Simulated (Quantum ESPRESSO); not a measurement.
# MgS (Niningerite) (Fm-3m) in Quantum ESPRESSO: further runs, part 2 of 4

Quantum ESPRESSO 7.5. Earlier steps stand in the parts before.

## (3) Phonons, PBE

pw.in

```
&CONTROL
  calculation = 'scf'
  prefix = 'pwscf'
  outdir = './tmp'
  pseudo_dir = './pseudo'
  tprnfor = .true.
  tstress = .true.
  disk_io = 'low'
/
&SYSTEM
  ibrav = 0
  nat = 2
  ntyp = 2
  ecutwfc = 84
  nbnd = 14
  occupations = 'smearing'
  smearing = 'fd'
  degauss = 0.00367493
/
&ELECTRONS
  conv_thr = 4d-10
  electron_maxstep = 120
  mixing_beta = 0.5
/
ATOMIC_SPECIES
S     32.0600 S.upf
Mg    24.3050 Mg.upf
CELL_PARAMETERS angstrom
   0.0000000000    2.6016500000    2.6016500000
   2.6016500000    0.0000000000    2.6016500000
   2.6016500000    2.6016500000    0.0000000000
ATOMIC_POSITIONS crystal
S      0.5000000000    0.5000000000    0.5000000000
Mg     0.0000000000    0.0000000000    0.0000000000
K_POINTS automatic
6 6 6 1 1 1
```

relax.in

```
&CONTROL
  calculation = 'vc-relax'
  prefix = 'pwscf'
  outdir = './tmp'
  pseudo_dir = './pseudo'
  tprnfor = .true.
  tstress = .true.
  disk_io = 'low'
  nstep = 40
  forc_conv_thr = 0.0001
  etot_conv_thr = 1d-06
/
&SYSTEM
  ibrav = 0
  nat = 2
  ntyp = 2
  ecutwfc = 84
  nbnd = 14
  occupations = 'smearing'
  smearing = 'fd'
  degauss = 0.00367493
/
&ELECTRONS
  conv_thr = 4d-10
  electron_maxstep = 120
  mixing_beta = 0.5
/
&IONS
  ion_dynamics = 'bfgs'
/
&CELL
  cell_dynamics = 'bfgs'
  press = 0
  press_conv_thr = 0.2
/
ATOMIC_SPECIES
S     32.0600 S.upf
Mg    24.3050 Mg.upf
CELL_PARAMETERS angstrom
   0.0000000000    2.6016500000    2.6016500000
   2.6016500000    0.0000000000    2.6016500000
   2.6016500000    2.6016500000    0.0000000000
ATOMIC_POSITIONS crystal
S      0.5000000000    0.5000000000    0.5000000000
Mg     0.0000000000    0.0000000000    0.0000000000
K_POINTS automatic
6 6 6 1 1 1
```

scf2.in

```
&CONTROL
  calculation = 'scf'
  prefix = 'pwscf'
  outdir = './tmp'
  pseudo_dir = './pseudo'
  tprnfor = .true.
  tstress = .true.
  disk_io = 'low'
/
&SYSTEM
  ibrav = 0
  nat = 2
  ntyp = 2
  ecutwfc = 84
  nbnd = 14
  occupations = 'fixed'
/
&ELECTRONS
  conv_thr = 1d-13
  electron_maxstep = 120
  mixing_beta = 0.5
  startingpot = 'file'
  startingwfc = 'file'
/
ATOMIC_SPECIES
S     32.0600 S.upf
Mg    24.3050 Mg.upf
CELL_PARAMETERS angstrom
   0.0000000000    2.6153370953    2.6153370953
   2.6153370953    0.0000000000    2.6153370953
   2.6153370953    2.6153370953    0.0000000000
ATOMIC_POSITIONS crystal
S      0.5000000000    0.5000000000    0.5000000000
Mg     0.0000000000    0.0000000000    0.0000000000
K_POINTS automatic
6 6 6 1 1 1
```

ph.in

```
phonons of MgS
&INPUTPH
  prefix = 'pwscf'
  outdir = './tmp'
  tr2_ph = 1d-18
  fildyn = 'dyn'
  niter_ph = 90
  alpha_mix(1) = 0.7
  epsil = .true.
/
0.0000000000 0.0000000000 0.0000000000
```

dynmat.in

```
&INPUT
  fildyn = 'dyn'
  asr = 'crystal'
  lperm = .true.
  filout = 'dynmat.disp'
  fileig = 'dynmat.eig'
/
```

dynmat_lo.in

```
&INPUT
  fildyn = 'dyn'
  asr = 'crystal'
  filout = 'dynmat_lo.disp'
  fileig = 'dynmat_lo.eig'
  q(1) = 0
  q(2) = 0
  q(3) = 1
/
```

Potentials or basis: PseudoDojo 0.4.1 SR PBE standard.

The run is started by

```console
$ OMP_NUM_THREADS=1 mpirun -n 4 pw.x -nk 4 -in pw.in > pw.out
$ OMP_NUM_THREADS=1 mpirun -n 4 pw.x -nk 4 -in relax.in > relax.out
$ OMP_NUM_THREADS=1 mpirun -n 4 pw.x -nk 4 -in scf2.in > scf2.out
$ OMP_NUM_THREADS=1 mpirun -n 4 ph.x -nk 4 -in ph.in > ph.out
$ OMP_NUM_THREADS=1 mpirun -n 1 dynmat.x -in dynmat.in > dynmat.out
$ OMP_NUM_THREADS=1 mpirun -n 1 dynmat.x -in dynmat_lo.in > dynmat_lo.out
```

pw.out:

```text
This program is part of the open-source Quantum ESPRESSO suite
     for quantum simulation of materials; please cite
[... 6 lines left out ...]
     using ibrav=0 with symmetry is DISCOURAGED, use correct ibrav instead

     K-points division:     npool     =       4
     Subspace diagonalization in iterative solution of the eigenvalue problem:
     a serial algorithm will be used

     G-vector sticks info
     --------------------
     sticks:   dense  smooth     PW     G-vecs:    dense   smooth      PW
     Sum        1123    1123    337                24693    24693    4015

     Using Slab Decomposition

     bravais-lattice index     =            0
     lattice parameter (alat)  =       6.9528  a.u.
     unit-cell volume          =     237.6694 (a.u.)^3
     number of atoms/cell      =            2
     number of atomic types    =            2
     number of electrons       =        16.00
     number of Kohn-Sham states=           14
     kinetic-energy cutoff     =      84.0000  Ry
     charge density cutoff     =     336.0000  Ry
     scf convergence threshold =      4.0E-10
     mixing beta               =       0.5000
     number of iterations used =            8  plain     mixing
     Exchange-correlation= PBE
                           (   1   4   3   4   0   0   0)

     celldm(1)=   6.952848  celldm(2)=   0.000000  celldm(3)=   0.000000
     celldm(4)=   0.000000  celldm(5)=   0.000000  celldm(6)=   0.000000

     crystal axes: (cart. coord. in units of alat)
               a(1) = (   0.000000   0.707107   0.707107 )
               a(2) = (   0.707107   0.000000   0.707107 )
               a(3) = (   0.707107   0.707107   0.000000 )

     reciprocal axes: (cart. coord. in units 2 pi/alat)
               b(1) = ( -0.707107  0.707107  0.707107 )
               b(2) = (  0.707107 -0.707107  0.707107 )
               b(3) = (  0.707107  0.707107 -0.707107 )

     PseudoPot. # 1 for S  read from file:
     S.upf
     Pseudo is Norm-conserving + core correction, Zval =  6.0
     Generated using ONCVPSP code by D. R. Hamann
     Using radial grid of 1146 points,  6 beta functions with:
                l(1) =   0
                l(2) =   0
                l(3) =   1
                l(4) =   1
                l(5) =   2
                l(6) =   2

     PseudoPot. # 2 for Mg read from file:
     Mg.upf
     Pseudo is Norm-conserving, Zval = 10.0
     Generated using ONCVPSP code by D. R. Hamann
     Using radial grid of 1510 points,  4 beta functions with:
                l(1) =   0
                l(2) =   0
                l(3) =   1
                l(4) =   1

     atomic species   valence    mass     pseudopotential
     S                 6.00    32.06000     S ( 1.00)
     Mg               10.00    24.30500     Mg( 1.00)

     48 Sym. Ops., with inversion, found

   Cartesian axes

     site n.     atom                  positions (alat units)
         1        S      tau(   1) = (   0.7071068   0.7071068   0.7071068  )
         2        Mg     tau(   2) = (   0.0000000   0.0000000   0.0000000  )

     number of k points=    28  Fermi-Dirac smearing, width (Ry)=  0.0037
                       cart. coord. in units 2pi/alat
        k(    1) = (   0.0589256   0.0589256   0.0589256), wk =   0.0185185
        k(    2) = (   0.1767767   0.1767767  -0.0589256), wk =   0.0555556
        k(    3) = (   0.2946278   0.2946278  -0.1767767), wk =   0.0555556
        k(    4) = (  -0.2946278  -0.2946278   0.4124790), wk =   0.0555556
        k(    5) = (  -0.1767767  -0.1767767   0.2946278), wk =   0.0555556
        k(    6) = (  -0.0589256  -0.0589256   0.1767767), wk =   0.0555556
[... 20 lines left out ...]
        k(   27) = (   0.2946278   0.2946278   0.2946278), wk =   0.0185185
        k(   28) = (  -0.2946278  -0.2946278   0.8838835), wk =   0.0555556

     Dense  grid:    24693 G-vectors     FFT dimensions: (  45,  45,  45)

     Initial potential from superposition of free atoms

     starting charge      15.9992, renormalised to      16.0000
     Starting wfcs are    9 randomized atomic wfcs +    5 random wfcs

     Self-consistent Calculation

     iteration #  1     ecut=    84.00 Ry     beta= 0.50
     Davidson diagonalization with overlap
     ethr =  1.00E-02,  avg # of iterations =  6.9

     Threshold (ethr) on eigenvalues was too large:
     Diagonalizing with lowered threshold

     Davidson diagonalization with overlap
     ethr =  5.68E-04,  avg # of iterations =  1.1

     total energy              =    -141.06098896 Ry
     estimated scf accuracy    <       0.09071530 Ry
[... 43 lines left out ...]
     iteration #  8     ecut=    84.00 Ry     beta= 0.50
     Davidson diagonalization with overlap
     ethr =  6.86E-12,  avg # of iterations =  3.3

     End of self-consistent calculation

          k = 0.0589 0.0589 0.0589 (  3092 PWs)   bands (ev):

   -68.4081 -35.1626 -35.1622 -35.1622  -6.2297   5.8382   6.3192   6.3192
    10.5137  14.1170  14.4537  14.4537  16.3110  16.3110
[... 73 lines left out ...]
   -68.4077 -35.1678 -35.1648 -35.1645  -4.6540   2.2868   4.4430   4.7476
     9.4485  11.0886  17.7779  18.0097  19.4498  20.5881

          k =-0.5303 0.1768-0.0589 (  3092 PWs)   bands (ev):

   -68.4077 -35.1672 -35.1647 -35.1641  -4.8537   2.5811   4.2736   4.8796
    10.6750  12.3013  15.0149  16.6728  18.7208  21.1217

          k =-0.4125 0.0589 0.0589 (  3094 PWs)   bands (ev):
[... 51 lines left out ...]
   -68.4077 -35.1681 -35.1642 -35.1633  -4.8781   1.8886   4.6182   5.5694
    11.6514  12.8176  13.9996  16.3341  19.0225  19.1387

     the Fermi energy is     7.5475 ev

!    total energy              =    -141.07689643 Ry
     estimated scf accuracy    <          1.5E-10 Ry
     smearing contrib. (-TS)   =      -0.00000000 Ry
     internal energy E=F+TS    =    -141.07689643 Ry

     The total energy is F=E-TS. E is the sum of the following terms:
     one-electron contribution =     -86.43765610 Ry
     hartree contribution      =      44.42277519 Ry
     xc contribution           =     -22.34853900 Ry
     ewald contribution        =     -76.71347653 Ry

     convergence has been achieved in   8 iterations

     Forces acting on atoms (cartesian axes, Ry/au):

     atom    1 type  1   force =     0.00000000    0.00000000   -0.00000000
     atom    2 type  2   force =    -0.00000000   -0.00000000    0.00000000

     Total force =     0.000000     Total SCF correction =     0.000000

     Computing stress (Cartesian axis) and pressure

          total   stress  (Ry/bohr**3)                   (kbar)     P=       12.16
   0.00008264  -0.00000000  -0.00000000           12.16       -0.00       -0.00
  -0.00000000   0.00008264  -0.00000000           -0.00       12.16       -0.00
  -0.00000000  -0.00000000   0.00008264           -0.00       -0.00       12.16

=------------------------------------------------------------------------------=
   JOB DONE.
=------------------------------------------------------------------------------=
```

Wall time 2.8 min (4 MPI ranks of Arm Neoverse V1, shared host); peak memory 0.44 GiB.

Results:

| Quantity | Value |
| --- | --- |
| Free energy | -1919.4511 eV |
| Relaxed volume | 17.89 Å³/atom |
| Relaxed cell | a = 3.699 Å, b = 3.699 Å, c = 3.699 Å, α = 60.00°, β = 60.00°, γ = 60.00° |
| Space group after relaxing (to 0.05 Å) | Fm-3m (No. 225) |
| Pressure after relaxing | 0.0 GPa |
| Electronic dielectric tensor (diagonal) | 5.43 |
| Born charges (mean of the diagonal) | S -2.35; Mg +2.35 e |
| Highest phonon frequency at Γ, LO-TO splitting left out | 231 cm⁻¹ |
| Static dielectric tensor (diagonal) | 15.89 |

The path:
```
step  energy change (eV)  largest force (eV/Å)  pressure (GPa)  volume (Å³)
   1              0.0000                0.0000            1.22        35.22
   2             -0.0013                0.0000            0.73        35.44
   3             -0.0020                0.0000            0.21        35.68
   4             -0.0021                0.0000            0.00        35.78
   5             -0.0021                0.0000            0.00        35.78
```

Final structure:
```cif
data_structure
_symmetry_space_group_name_H-M 'P 1'
_symmetry_Int_Tables_number 1
_cell_length_a 3.6986
_cell_length_b 3.6986
_cell_length_c 3.6986
_cell_angle_alpha 60.000
_cell_angle_beta 60.000
_cell_angle_gamma 60.000
_cell_volume 35.78
loop_
_atom_site_label
_atom_site_type_symbol
_atom_site_fract_x
_atom_site_fract_y
_atom_site_fract_z
_atom_site_occupancy
S1 S 0.50000 0.50000 0.50000 1
Mg1 Mg 0.00000 0.00000 0.00000 1
```

Phonon frequencies in cm⁻¹ (negative: imaginary):
```csv
q point,frequencies
"(0.000, 0.000, 0.000)",46 46 46 231 231 231
```

Electronic dielectric tensor:
```
5.43 0.00 0.00
0.00 5.43 0.00
0.00 0.00 5.43
```

Born effective charge tensors (e):
atom 1, S
```
-2.35  0.00  0.00
 0.00 -2.35  0.00
 0.00  0.00 -2.35
```
atom 2, Mg
```
2.35 0.00 0.00
0.00 2.35 0.00
0.00 0.00 2.35
```

Optical modes at Γ, degenerate ones joined, polar ones without the macroscopic field:
| cm⁻¹ | components | symmetry | active in | IR intensity, summed ((D/Å)²/amu) |
| --- | --- | --- | --- | --- |
| 229 | 3 | T1u | IR | 27.67 |

Zone-centre frequencies without and with the macroscopic field along z (cm⁻¹):
|  | optical modes in rising order |
| --- | --- |
| without | 229 229 229 |
| with the field | 229 229 392 |

Static dielectric tensor, electrons and zone-centre modes:
```
15.89  0.00  0.00
 0.00 15.89  0.00
 0.00  0.00 15.89
```

Caveat: before the sum rule the acoustic modes lie tens of cm⁻¹ from zero, a sign that the density grid also shifts the optical modes.

[end of part 2 of 4]
